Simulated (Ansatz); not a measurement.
Calculated O-17 NMR of the central transition for Al₅HO₈

Cell: a COD entry (perhaps calculated rather than measured), ions relaxed with PBE at fixed cell.

```cif
data_Al5HO8
_symmetry_space_group_name_H-M 'P6_3mc'
_symmetry_Int_Tables_number 186
_cell_length_a 5.6153
_cell_length_b 5.6153
_cell_length_c 8.8249
_cell_angle_alpha 90.000
_cell_angle_beta 90.000
_cell_angle_gamma 120.000
loop_
_atom_site_label
_atom_site_type_symbol
_atom_site_symmetry_multiplicity
_atom_site_Wyckoff_symbol
_atom_site_fract_x
_atom_site_fract_y
_atom_site_fract_z
Al1 Al 6 c 0.1657 0.3315 0.3647
Al7 Al 2 b 0.6667 0.3333 0.1583
Al9 Al 2 b 0.3333 0.6667 0.0462
H H 2 a 0.0000 0.0000 0.0961
O13 O 2 a 0.0000 0.0000 0.9841
O15 O 6 c 0.5145 0.0291 0.0003
O21 O 6 c 0.3316 0.1658 0.2617
O27 O 2 b 0.3333 0.6667 0.2533
```

One atom of each set is listed.

Method: Kohn–Sham DFT in Ansatz, r2SCAN, plane waves and PAW, scalar-relativistic, 500 eV cutoff, Γ-centred 5×5×3 k-points, Fermi–Dirac smearing 0.02 eV.

O-17 has I = 5/2 and Q = -25.58 mb (Pyykkö 2018); at 21.1 T its Larmor frequency is ν₀ = 121.8 MHz. Only the quadrupole interaction is simulated: positions count from each site's isotropic chemical shift, and J coupling is left out, as are shift anisotropy and dipolar coupling, which fast spinning averages.

(1) Give C_Q, η, the quadrupolar product P_Q = |C_Q|(1 + η²/3)^½, the second-order isotropic shift and the breadth of the pattern (fast magic-angle spinning) for each O site.

Results:

(1) 

```
site                                              first shell  C_Q (MHz)     η  P_Q (MHz)  δ_QIS (ppm)  breadth (kHz)
 O13                            1 H at 0.99 Å, 3 Al at 1.93 Å      -6.57  0.00       6.57        -17.4           4.55
 O15                 4 Al at 1.81–2.03 Å; also 1 Al at 3.33 Å      -1.88  0.06       1.88        -1.43          0.379
 O21  3 Al at 1.85–1.87 Å; also 1 H at 2.18 Å, 1 Al at 2.99 Å       2.98  0.51       3.11        -3.92           1.11
 O27                                      4 Al at 1.83–1.90 Å      -1.57  0.00       1.57       -1.000          0.261
```

δ_QIS = −(ν_Q²/30ν₀²)[I(I+1) − 3/4](1 + η²/3) × 10⁶ ppm with ν_Q = 3|C_Q|/[2I(2I−1)]; it falls as 1/B₀² in ppm, and the breadth as 1/B₀ in kHz.

An axis of threefold or higher order runs through O13 and O27, so V_zz lies along it and η is zero. At O15 V_zz points along its shortest bond, to Al (within 7°). At O21 V_zz stands upright on the plane through its three neighbours (within 3°).

At this cell the principal stresses reach 5 GPa in size with r2SCAN, which can matter for small gradients. The largest force is 0.4 eV/Å, so the atoms aren't at the calculated equilibrium and relaxing them would move these values.

The run took 63 s of wall time (63 s of CPU time) and 1.1 GiB at its peak, on 1 thread of Arm Neoverse V2 (aarch64; 8 cores open to the job, memory cap 2.5 GiB, no GPU), a shared host with a load of 0.7 a core.
